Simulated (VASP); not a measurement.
Wanted: the native input for a VASP 6.6.1 run.

```yaml
Task: band structure
Functional: PBE
Dispersion: D3(BJ)
Potentials_or_basis: VASP PAW PBE potentials, release 64 (Nd_3), 4f in core
Cutoff: 520 eV
k_mesh: 8 × 8 × 5
Occupations: gaussian, width 0.05 eV
Spin: collinear spin, ferrimagnetic start
Starting_moments: "[3.0, -1.5] μB"
Hubbard_terms: Nd f U = 6 eV, J = 1.0 eV
LDAUTYPE: 2
Hund's_J: 1
Further_INCAR_settings: ALGO = Normal; EDIFF = 1e-07
```

The system is Nd.

```
CELL_PARAMETERS angstrom
3.65700 0.00000 0.00000
-1.82850 3.16705 0.00000
0.00000 0.00000 5.90200
ATOMIC_POSITIONS crystal
Nd 0.66667 0.33333 0.75000
Nd 0.33333 0.66667 0.25000
```

This isn't the form of Nd at room conditions, which is double hcp.

These files were run (other wordings do the same):

POSCAR

```
Nd
1.0
    3.6570000000      0.0000000000      0.0000000000
   -1.8285000000      3.1670549016      0.0000000000
    0.0000000000      0.0000000000      5.9020000000
Nd
2
Cartesian
    1.8285000002      1.0556849671      4.4265000000
   -0.0000000002      2.1113699345      1.4755000000
```

INCAR.step1

```
ALGO = Normal
EDIFF = 1E-7
ENCUT = 520
GGA = PE
ISIF = 2
ISMEAR = 0
ISPIN = 2
IVDW = 12
LASPH = True
LCHARG = True
LDAU = True
LDAUJ = 1
LDAUL = 3
LDAUPRINT = 1
LDAUTYPE = 2
LDAUU = 6
LMAXMIX = 6
LORBIT = 11
LREAL = False
LWAVE = False
MAGMOM = 3 -1.5
NELM = 150
PREC = Accurate
SIGMA = 0.05
```

KPOINTS.step1

```
k-points
0
Gamma
  8 8 5
```

INCAR.step2

```
ALGO = Normal
EDIFF = 1E-7
ENCUT = 520
GGA = PE
ICHARG = 11
ISIF = 2
ISMEAR = 0
ISPIN = 2
IVDW = 12
LASPH = True
LCHARG = False
LDAU = True
LDAUJ = 1
LDAUL = 3
LDAUPRINT = 1
LDAUTYPE = 2
LDAUU = 6
LMAXMIX = 6
LORBIT = 11
LREAL = False
LWAVE = False
MAGMOM = 3 -1.5
NELM = 150
PREC = Accurate
SIGMA = 0.05
```

KPOINTS.step2

```
path GMKGALHA,LM,KH
15
line-mode
reciprocal
 0.0000000000  0.0000000000  0.0000000000  G
 0.5000000000  0.0000000000  0.0000000000  M

 0.5000000000  0.0000000000  0.0000000000  M
 0.3333333333  0.3333333333  0.0000000000  K

 0.3333333333  0.3333333333  0.0000000000  K
 0.0000000000  0.0000000000  0.0000000000  G

 0.0000000000  0.0000000000  0.0000000000  G
 0.0000000000  0.0000000000  0.5000000000  A

 0.0000000000  0.0000000000  0.5000000000  A
 0.5000000000  0.0000000000  0.5000000000  L

 0.5000000000  0.0000000000  0.5000000000  L
 0.3333333333  0.3333333333  0.5000000000  H

 0.3333333333  0.3333333333  0.5000000000  H
 0.0000000000  0.0000000000  0.5000000000  A

 0.5000000000  0.0000000000  0.5000000000  L
 0.5000000000  0.0000000000  0.0000000000  M

 0.3333333333  0.3333333333  0.0000000000  K
 0.3333333333  0.3333333333  0.5000000000  H
```

Potentials or basis: VASP PAW PBE potentials, release 64 (Nd_3), 4f in core.

Launch:

```console
$ cat potpaw_PBE.64/Nd_3/POTCAR > POTCAR
$ cp INCAR.step1 INCAR
$ cp KPOINTS.step1 KPOINTS
$ mpirun -np 1 vasp_std > vasp.out
$ cp INCAR.step2 INCAR
$ cp KPOINTS.step2 KPOINTS
$ mpirun -np 1 vasp_std > vasp.out
```

It gave:

```
Band gap along the path    : none (metal or under the smearing width)
Net moment                 : 0.00 μB per cell
Dispersion energy per atom : -0.385 eV
```

Caveat: the log is that of the step along the path at fixed density, whose energy, stress, charges and moments have no meaning; the magnetic or orbital state may not be the lowest; U is put on an f shell that these potentials keep in the core, so it has next to no effect; spin-orbit coupling is left out, which moves the levels of the heavy elements; the 4f electrons are frozen in the core as for a trivalent ion, so they carry no moment and show no levels.

It took 5.6 min on 1 thread of Intel(R) Xeon(R) Platinum 8375C CPU @ 2.90GHz (Ice Lake) (shared host), peak memory 0.36 GiB.
